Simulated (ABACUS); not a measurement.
# HgSe (F-43m) in ABACUS: further runs

One crystal, HgSe, is run at these levels: PBE, rSCAN; tasks: single point.

Everything below comes from runs of ABACUS 3.10.1. Logs are shortened: lines on timing, memory, paths and dates and some standing lists are left out, and cuts for length are marked.

## (1) The crystal as given

Symmetry: F-43m, No. 216, cubic system. Conventional cell: a = 6.078 Å, b = 6.078 Å, c = 6.078 Å, α = 90.00°, β = 90.00°, γ = 90.00°. Around Hg (site symmetry -43m) lie 4 Se at 2.63 Å. Se (site symmetry -43m) is surrounded by 4 Hg at 2.63 Å.

## (2) Single point, PBE

The input, run_abacus.py:

```python
"""ABACUS run from a structure file: ASE reads it, the script writes STRU, KPT and INPUT."""
import re
import subprocess
from ase.io import read
from ase.units import Bohr

atoms = read("POSCAR")
atoms = atoms[(-atoms.numbers).argsort(kind="stable")]  # ABACUS lists atoms element by element
pseudo = {'Hg': 'Hg.upf', 'Se': 'Se.upf'}
orbital = {}
magmoms = None
kmesh = [6, 6, 6]
params = {
    'suffix': 'HgSe',
    'calculation': 'scf',
    'basis_type': 'pw',
    'pseudo_dir': './',
    'symmetry': 1,
    'dft_functional': 'pbe',
    'ecutwfc': 87,
    'pseudo_rcut': 10,
    'nspin': 1,
    'nbands': 28,
    'ks_solver': 'dav',
    'smearing_method': 'fd',
    'smearing_sigma': 0.00367493,
    'scf_thr': 1e-08,
    'scf_nmax': 100,
    'mixing_type': 'broyden',
    'mixing_beta': 0.7,
    'cal_force': 1,
    'cal_stress': 1,
    'out_chg': 1,
    'kpar': 4,
}

symbols = atoms.get_chemical_symbols()
elements = list(dict.fromkeys(symbols))
lines = ["ATOMIC_SPECIES"] + [f"{e} {atoms.get_masses()[symbols.index(e)]:.4f} {pseudo[e]}" for e in elements]
if orbital:
    lines += ["", "NUMERICAL_ORBITAL"] + [orbital[e] for e in elements]
lines += ["", "LATTICE_CONSTANT", f"{1 / Bohr:.10f}", "", "LATTICE_VECTORS"]
lines += [" ".join(f"{x:.10f}" for x in v) for v in atoms.cell]
lines += ["", "ATOMIC_POSITIONS", "Direct"]
for e in elements:
    lines += ["", e, "0.0", str(symbols.count(e))]
    for i, p in enumerate(atoms.get_scaled_positions(wrap=False)):
        if symbols[i] == e:
            mag = "" if magmoms is None else " mag " + " ".join(str(x) for x in (magmoms[i] if isinstance(magmoms[i], list) else [magmoms[i]]))
            lines.append(" ".join(f"{x:.10f}" for x in p) + " 1 1 1" + mag)
open("STRU", "w").write("\n".join(lines) + "\n")
open("KPT", "w").write("K_POINTS\n0\nGamma\n%d %d %d 0 0 0\n" % tuple(kmesh))
open("INPUT", "w").write("INPUT_PARAMETERS\n" + "".join(f"{k:<20s}{v}\n" for k, v in params.items()))

done = subprocess.run(['mpirun', '-np', '4', 'abacus'])
if done.returncode:
    raise SystemExit(done.returncode)
log = open("OUT.HgSe/running_scf.log").read()
print("final energy (eV):", re.findall(r"FINAL_ETOT_IS (\S+)", log))
```

The input, POSCAR:

```
HgSe
1.0
    0.0000000000      3.0390000000      3.0390000000
    3.0390000000      0.0000000000      3.0390000000
    3.0390000000      3.0390000000      0.0000000000
Hg Se
1 1
Direct
    0.0000000000      0.0000000000      0.0000000000
    0.7500000000      0.7500000000      0.7500000000
```

Potentials or basis: PseudoDojo NC SR 0.5 PBE standard, plane waves.

On the command line:

```bash
$ OMP_NUM_THREADS=1 python run_abacus.py > log
```

running log:

```text
ABACUS v3.10.1

               Atomic-orbital Based Ab-initio Computation at UStc

 ------------------------------------------------------------------------------------

 READING GENERAL INFORMATION
                           global_out_dir = OUT.HgSe/
                           global_in_card = INPUT
                               pseudo_dir = ./
                              orbital_dir =
                                    DSIZE = 4
                                    GSIZE = 1

 READING UNITCELL INFORMATION
                                    ntype = 2
                  lattice constant (Bohr) = 1.88973
              lattice constant (Angstrom) = 1

 READING ATOM TYPE 1
                               atom label = Hg
                      L=0, number of zeta = 1
                      L=1, number of zeta = 1
                      L=2, number of zeta = 1
             number of atom for this type = 1

 READING ATOM TYPE 2
                               atom label = Se
                      L=0, number of zeta = 1
                      L=1, number of zeta = 1
                      L=2, number of zeta = 1
             number of atom for this type = 1

                        TOTAL ATOM NUMBER = 2
DIRECT COORDINATES
    atom                   x                   y                   z     mag                  vx                  vy                  vz
taud_Hg1            0.0000000000        0.0000000000        0.0000000000  0.0000        0.0000000000        0.0000000000        0.0000000000
taud_Se1            0.7500000000        0.7500000000        0.7500000000  0.0000        0.0000000000        0.0000000000        0.0000000000

                          Volume (Bohr^3) = 378.808
                             Volume (A^3) = 56.1334

 Lattice vectors: (Cartesian coordinate: in unit of a_0)
                   +0              +3.039              +3.039
               +3.039                  +0              +3.039
               +3.039              +3.039                  +0
 Reciprocal vectors: (Cartesian coordinate: in unit of 2 pi/a_0)
            -0.164528           +0.164528           +0.164528
            +0.164528           -0.164528           +0.164528
            +0.164528           +0.164528           -0.164528
 The esolver type has been set to : ksdft_pw

                PAO radial cut off (Bohr) = 10

 Read in pseudopotential file is Hg.upf
                     pseudopotential type = NC
          exchange-correlation functional = PBE
                 nonlocal core correction = 1
                        valence electrons = 20
                                     lmax = 3
                           number of zeta = 4
                     number of projectors = 7
                           L of projector = 0
                           L of projector = 0
                           L of projector = 1
                           L of projector = 1
                           L of projector = 2
                           L of projector = 2
                           L of projector = 3
                PAO radial cut off (Bohr) = 10

 Read in pseudopotential file is Se.upf
                     pseudopotential type = NC
          exchange-correlation functional = PBE
                 nonlocal core correction = 1
                        valence electrons = 16
                                     lmax = 2
                           number of zeta = 3
                     number of projectors = 6
                           L of projector = 0
                           L of projector = 0
                           L of projector = 1
                           L of projector = 1
                           L of projector = 2
                           L of projector = 2
     initial pseudo atomic orbital number = 19

 SETUP THE ELECTRONS NUMBER
            electron number of element Hg = 20
      total electron number of element Hg = 20
            electron number of element Se = 16
      total electron number of element Se = 16
            AUTOSET number of electrons:  = 36
                           occupied bands = 18
                                   NBANDS = 28
                                   NLOCAL = 18

%%%%%%%%%%%%%%%%%%%%%%%%%%%%%%%%%%%%%%%%%%%%%%%%%%%%%%%%%%%%%%%%%%%%%%%%%%%%%%%%%%%%%%%%%%%%%%%%%%%%%%%%%%
 Warning: the number of valence electrons in pseudopotential > 12 for Hg: [Xe] 4f14 5d10 6s2
 Warning: the number of valence electrons in pseudopotential > 6 for Se: [Ar] 3d10 4s2 4p4
 Pseudopotentials with additional electrons can yield (more) accurate outcomes, but may be less efficient.
 If you're confident that your chosen pseudopotential is appropriate, you can safely ignore this warning.
%%%%%%%%%%%%%%%%%%%%%%%%%%%%%%%%%%%%%%%%%%%%%%%%%%%%%%%%%%%%%%%%%%%%%%%%%%%%%%%%%%%%%%%%%%%%%%%%%%%%%%%%%%

 SETUP THE PLANE WAVE BASIS
 energy cutoff for charge/potential (unit:Ry) = 348
            fft grid for charge/potential = [ 50, 50, 50 ]
                        fft grid division = [ 1, 1, 1 ]
        big fft grid for charge/potential = [ 50, 50, 50 ]
                                     nbxx = 125000
                                     nrxx = 125000

[... 64 lines left out ...]

 SETUP K-POINTS
                                    nspin = 1
                   Input type of k points = Monkhorst-Pack(Gamma)
                                   nkstot = 216
                       right hand lattice = 1
(for reciprocal lattice: )
                             BRAVAIS TYPE = 2
                     BRAVAIS LATTICE NAME = 02. Cubic I (body-centered)
                                    ibrav = 2
                       right hand lattice = 1
(for k-lattice: )
                             BRAVAIS TYPE = 2
                     BRAVAIS LATTICE NAME = 02. Cubic I (body-centered)
                                    ibrav = 2
                       right hand lattice = 1
                        ROTATION MATRICES = 48
                               nkstot_ibz = 16
K-POINTS REDUCTION ACCORDING TO SYMMETRY
     IBZ    DIRECT_X    DIRECT_Y    DIRECT_Z  WEIGHT  ibz2bz
       1  0.00000000  0.00000000  0.00000000  0.0046       0
       2  0.16666667  0.16666667  0.16666667  0.0370       1
       3  0.33333333  0.33333333  0.33333333  0.0370       2
       4  0.50000000  0.50000000  0.50000000  0.0185       3
       5  0.16666667  0.16666667  0.00000000  0.0278       7
       6  0.33333333  0.33333333  0.16666667  0.1111       8
[... 8 lines left out ...]
      15  0.50000000  0.33333333 -0.33333333  0.1111      52
      16  0.50000000  0.33333333 -0.16666667  0.0556      58

                               nkstot now = 16
[... K-POINTS DIRECT COORDINATES: 16 rows ...]

           k-point number in this process = 4
       minimum distributed K point number = 4
[... stars of the k points ...]

[... K-POINTS CARTESIAN COORDINATES: 4 rows ...]

[... K-POINTS DIRECT COORDINATES: 4 rows ...]

 SETUP PLANE WAVES FOR WAVE FUNCTIONS
     energy cutoff for wavefunc (unit:Ry) = 87
              fft grid for wave functions = [ 50, 50, 50 ]
                    number of plane waves = 5985
                         number of sticks = 433

 PARALLEL PW FOR WAVE FUNCTIONS
     PROC   COLUMNS(POT)             PW
        1            433           5985
 --------------- sum -------------------
        1            433           5985

 SETUP NONLOCAL PSEUDOPOTENTIALS IN PLANE WAVE BASIS
 Hg non-local projectors:
 projector 1 L=0
 projector 2 L=0
 projector 3 L=1
 projector 4 L=1
 projector 5 L=2
 projector 6 L=2
 projector 7 L=3
 Se non-local projectors:
 projector 1 L=0
 projector 2 L=0
 projector 3 L=1
 projector 4 L=1
 projector 5 L=2
 projector 6 L=2
      TOTAL NUMBER OF NONLOCAL PROJECTORS = 43

 Init Non-Local PseudoPotential table :
 Init Non-Local-Pseudopotential done.

                                     npwx = 5201

 Make real space PAO into reciprocal space.
       max mesh points in Pseudopotential = 1001
     dq(describe PAO in reciprocal space) = 0.01
                                    max q = 1124

 number of pseudo atomic orbitals for Hg is 4
WARNING: norm of atomic wavefunction # 4 of atomic type Hg is 0.999982, renormalized

 number of pseudo atomic orbitals for Se is 3
WARNING: norm of atomic wavefunction # 3 of atomic type Se is 0.999991, renormalized

 -------------------------------------------
 SELF-CONSISTENT
 -------------------------------------------
                                 init_chg = atomic

 PW ALGORITHM --------------- ION=   1  ELEC=   1--------------------------------

 Notice: Threshold on eigenvalues was too large.
 hsover_error=0.36 > DRHO=0.0709815
 Origin diag ethr = 0.01
 New diag ethr = 0.000197171

 Density error is 0.0713923446994
                          Error Threshold = 0.000197170927112
----------------------------------------------------------
     Energy           Rydberg                 eV
----------------------------------------------------------
 E_KohnSham     -575.7144287169      -7832.9966513643
 E_Harris       -576.7840944892      -7847.5502008239
 E_Fermi        0.6569460044         8.9382089384
----------------------------------------------------------
[... 63 lines left out ...]
 Density error is 3.72878622892e-09
                          Error Threshold = 7.03135239565e-11
----------------------------------------------------------
     Energy           Rydberg                 eV
----------------------------------------------------------
 E_KohnSham     -575.7386265405      -7833.3258796450
 E_KS(sigma->0) -575.7385899795      -7833.3253822075
 E_Harris       -575.7381030883      -7833.3187577128
 E_band         -63.3630050886       -862.0979116084
 E_one_elec     -342.2622953109      -4656.7174267876
 E_Hartree      176.7379862432       2404.6436659537
 E_xc           -103.6685779073      -1410.4833630960
 E_Ewald        -306.5456664436      -4170.7677608402
 E_entropy(-TS) -0.0000731219        -0.0009948750
 E_descf        0.0000000000         0.0000000000
 E_exx          0.0000000000         0.0000000000
 E_Fermi        0.6747887085         9.1809713813
----------------------------------------------------------

 charge density convergence is achieved
 final etot is -7833.3258796 eV
 EFERMI = 9.1809713813 eV

 STATE ENERGY(eV) AND OCCUPATIONS    NSPIN == 1
 1/4 kpoint (Cartesian) = 0.0000 0.0000 0.0000 (5065 pws)
       1       -105.544     0.00925926
       2       -53.8833     0.00925926
       3       -53.8833     0.00925926
       4       -53.8833     0.00925926
       5       -38.4206     0.00925926
       6       -38.4206     0.00925926
[... 110 lines left out ...]
      27        22.9597        0.00000
      28        22.9597        0.00000

------------------------------------------------------------------------------------------
 TOTAL-FORCE (eV/Angstrom)
------------------------------------------------------------------------------------------
                       Hg1         0.0000000000         0.0000000000         0.0000000000
                       Se1         0.0000000000         0.0000000000         0.0000000000
------------------------------------------------------------------------------------------

----------------------------------------------------------------
 TOTAL-STRESS (KBAR)
----------------------------------------------------------------
        46.7642843216        -0.0000000000        -0.0000000000
        -0.0000000000        46.7642843216         0.0000000000
        -0.0000000000         0.0000000000        46.7642843216
----------------------------------------------------------------
 TOTAL-PRESSURE: 46.764284 KBAR

 --------------------------------------------
 !FINAL_ETOT_IS -7833.3258796450063528 eV
 --------------------------------------------
```

It took 10 s on 4 MPI ranks of Intel Xeon Platinum 8488C (Sapphire Rapids), shared host; peak memory 0.52 GiB.

Results:

```
Free energy            : -7833.3259 eV
Pressure               : 4.7 GPa
Band gap on the k mesh : none (metal or under the smearing width)
```

## (3) Single point, rSCAN

The input, INPUT:

```
INPUT_PARAMETERS
suffix              HgSe
calculation         scf
basis_type          pw
pseudo_dir          ./
symmetry            1
dft_functional      MGGA_X_RSCAN+MGGA_C_RSCAN
ecutwfc             101
pseudo_rcut         10
nspin               1
nbands              23
ks_solver           dav
smearing_method     fd
smearing_sigma      0.00367493
scf_thr             1e-08
scf_nmax            100
mixing_type         broyden
mixing_beta         0.7
cal_force           1
cal_stress          1
mixing_tau          1
out_chg             1
kpar                4
```

The input, STRU:

```
ATOMIC_SPECIES
Hg 200.5920 Hg_ONCV_PBE-1.2.upf
Se 78.9710 Se_ONCV_PBE-1.2.upf

LATTICE_CONSTANT
8.1216555201

LATTICE_VECTORS
0.0000000000 0.7071067812 0.7071067812
0.7071067812 0.0000000000 0.7071067812
0.7071067812 0.7071067812 0.0000000000

ATOMIC_POSITIONS
Cartesian

Hg
0.0
1
0.0000000000 0.0000000000 0.0000000000 1 1 1

Se
0.0
1
1.0606601718 1.0606601718 1.0606601718 1 1 1
```

The input, KPT:

```
K_POINTS
0
Gamma
5 5 5 0 0 0
```

Potentials or basis: SG15 ONCV 1.2 PBE, plane waves.

On the command line:

```bash
$ OMP_NUM_THREADS=1 mpirun -np 4 abacus > log
```

Wall time 31 s (4 MPI ranks of Intel Xeon Platinum 8375C at 2.90GHz (Ice Lake), shared host); peak memory 0.6 GiB.

Results (log left out):

* Free energy: -4481.0260 eV
* Pressure: 2.9 GPa
* Band gap on the k mesh: none (metal or under the smearing width)

Levels at points of the mesh, in eV from the Fermi level:
```tsv
k point	band 10	band 11	band 12	band 13	band 14	band 15	band 16	band 17
(0.00, 0.00, 0.00)	-6.68	-0.87	-0.03	-0.03	-0.03	5.82	5.82	5.82
```

Caveat: the potentials were made for another functional, which shifts forces and pressure. Spin-orbit coupling is left out, which matters for the levels of Hg.
